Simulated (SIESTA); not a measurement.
**Ru in SIESTA: the effect of basis**

The system is Ru.

```
CELL_PARAMETERS angstrom
2.70580 0.00000 0.00000
-1.35290 2.34329 0.00000
0.00000 0.00000 4.28190
ATOMIC_POSITIONS crystal
Ru 0.66667 0.33333 0.75000
Ru 0.33333 0.66667 0.25000
```

Alike in all runs:

```yaml
Program: SIESTA 5.4.2
Task: single point
Functional: PBE
Potentials_or_basis: PseudoDojo 0.4 standard (PBE files)
Grid_cutoff: 800 Ry
Energy_shift: 0.003 Ry
k_mesh: 11 × 11 × 6
Occupations: fermi-dirac, width 0.05 eV
Spin: no spin polarisation
```

| basis | pressure (GPa) |
| --- | --- |
| SZ | 17.5 |
| SZP | ? |
| DZ | 6.5 |
| DZP | 8.2 |
| DZDP | 8.5 |
| TZP | 7.4 |
| TZDP | 7.5 |

Problem. What does the run with basis SZP give?

Solution. Pressure 14.2 GPa.

Caveats: the basis of atomic orbitals isn't converged, which shifts pressures, moduli and gaps; the basis has no polarisation orbitals (some runs).
